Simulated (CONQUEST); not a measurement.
Pb:

```
CELL_PARAMETERS angstrom
3.50021 0.00000 0.00000
0.00000 3.50021 0.00000
0.00000 0.00000 4.95004
ATOMIC_POSITIONS crystal
Pb 0.00000 0.00000 0.00000
Pb 0.50000 0.50000 0.50000
```

```yaml
Program: CONQUEST 1.3
Task: single point
Functional: PBE
Potentials_or_basis: PseudoDojo NC PBE, DZP, grid cutoff 120 Ha
k_mesh: 8 × 8 × 6
Occupations: fermi-dirac, width 0.05 eV
Spin: no spin polarisation
```

On this cell: pressure 3.0 GPa; largest force zero by symmetry; band gap on the k mesh none (metal or under the smearing width).

The same run follows on a disturbed copy (atoms of the box moved at random, drawn with an rms of 0.05 Å):

```
CELL_PARAMETERS angstrom
3.50021 0.00000 0.00000
0.00000 3.50021 0.00000
0.00000 0.00000 4.95004
ATOMIC_POSITIONS crystal
Pb 0.99953 0.00559 0.00358
Pb 0.49782 0.49130 0.50355
```

Problem. What does the disturbed cell give?

Solution. The energy (extrapolated to zero smearing) moves by +0.2 meV/atom; pressure 3.1 GPa; largest force 0.037 eV/Å; band gap on the k mesh none (metal or under the smearing width).

Forces in eV/Å, atoms in the order of the input:
```
Pb  -0.010 -0.036  0.003
Pb  -0.008  0.036  0.001
```

The forces don't sum to zero, so they hold noise of the program's grid.

Caveats: the basis of atomic orbitals isn't converged, which shifts pressures, moduli and gaps; the box holds several primitive cells, so bands are folded and the points are those of the box's own zone (some runs).
